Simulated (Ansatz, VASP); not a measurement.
# One calculation of Ag, two programs

Contents of POSCAR:

```
Ag
1.0
    0.0000000000      2.0427500000      2.0427500000
    2.0427500000      0.0000000000      2.0427500000
    2.0427500000      2.0427500000      0.0000000000
Ag
1
Direct
    0.0000000000      0.0000000000      0.0000000000
```

The input INCAR.step1:

```
SYSTEM = Ag
PREC = Accurate
ENCUT = 520
ISMEAR = 0
SIGMA = 0.1
LREAL = .False.
LASPH = .True.
NELM = 80
NBANDS = 12
GGA = PE
ALGO = Normal
EDIFF = 1E-4
LWAVE = .True.
LCHARG = .False.
```

Contents of INCAR.step2:

```
SYSTEM = Ag
PREC = Accurate
ENCUT = 520
EDIFF = 1E-7
ISMEAR = 0
SIGMA = 0.1
LREAL = .False.
LASPH = .True.
NELM = 80
ALGO = Normal
ISIF = 2
LWAVE = .False.
LCHARG = .False.
METAGGA = R2SCAN
LMIXTAU = .True.
NBANDS = 12
ISTART = 1
```

File KPOINTS:

```
regular mesh
0
Gamma
  18 18 18
  0 0 0
```

Input for Ansatz:

```yaml
crystal:
  lattice:
    - [0.0, 2.04275, 2.04275]
    - [2.04275, 0.0, 2.04275]
    - [2.04275, 2.04275, 0.0]
  atoms:
    - { symbol: Ag, position: [0.0, 0.0, 0.0] }
basis:
  ecutwfc: 500
kpoints:
  mp_grid: { grid: [18, 18, 18] }
hamiltonian:
  xc: r2scan
scf:
  occupations: { method: gaussian, width: 0.1 }
output:
  forces: true
  stress: true
  eigenvalues: true
  populations: true
```

Alike in both runs: task single point; functional r2SCAN; k mesh 18 × 18 × 18; occupations gaussian, width 0.1 eV; no spin polarisation.

```csv
,VASP,Ansatz
version,VASP 6.6.1,Ansatz 0.2.0
potentials or method,"VASP PAW PBE potentials, release 64 (Ag)","scalar-relativistic, plane waves, PAW"
plane-wave cutoff (eV),520,500
valence electrons in the cell,11,19
```

```csv
,VASP,Ansatz,Ansatz less VASP
gap on the k mesh at the Fermi level (eV),none,none,-
pressure (GPa),1.6,1.4,-0.16
```

A gap of «none» marks a metal or a gap that the smearing closes. The two sets of potentials don't hold the same shells in valence.

Caveats: the PAW data sets were made with another functional, which shifts forces and pressure a little (VASP).
